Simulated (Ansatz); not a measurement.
The system is BaTiO3.

```
CELL_PARAMETERS angstrom
-3.80268 -0.05658 -0.02182
-0.02191 -0.03168 -4.13033
-0.11316 -7.97351 -0.06307
ATOMIC_POSITIONS crystal
Ba 0.04486 0.90917 0.49511
Ba 0.00815 0.92181 0.02441
Ti 0.45719 0.52057 0.20539
Ti 0.50232 0.47064 0.76225
O 0.48144 0.03993 0.24039
O 0.45629 0.07298 0.69357
O 0.53803 0.54059 0.44980
O 0.52906 0.55800 0.03050
O 0.98202 0.45740 0.26038
O 0.00064 0.50892 0.83819
```

Base run:

```yaml
Program: Ansatz 0.2.0
Functional: PBEsol
Potentials_or_basis: Ansatz PAW
Cutoff: "420 eV (not typed: the program's choice for these potentials)"
k_mesh: 7 × 7 × 4
Occupations: fermi-dirac, width 0.05 eV
Spin: spin-orbit coupling, no magnetisation
```

Its results: band gap on the k mesh 0.32 eV, indirect (least direct gap 0.44 eV); pressure 29.9 GPa; largest force 26.327 eV/Å.

Problem. The run is repeated on the same cell with these changes: functional from PBEsol to r2SCAN; cutoff from 420 eV (not typed: the program's choice for these potentials) to 500 eV (not typed: the program's choice for these potentials); spin from spin-orbit coupling, no magnetisation to no spin polarisation; potential files from those of the base run to others of the same set. What comes out?

Solution. Band gap on the k mesh 0.46 eV, indirect (least direct gap 0.56 eV); pressure 34.4 GPa; largest force 27.182 eV/Å.

Several settings changed at once, so the effect can't be laid on one alone.

Caveats: a pressure of tens of GPa on the cell as given is suspect, and the run, the potentials or the cell itself is likely at fault; the PAW data sets come from PBE, with cores solved anew for the run's functional, which leaves a small shift of forces and pressure; forces of over 1 eV/Å show positions far from the minimum, so gaps and moduli don't describe the material at rest; spin-orbit coupling is left out, which moves the levels of the heavy elements (some runs).

A k mesh can miss the band edges.
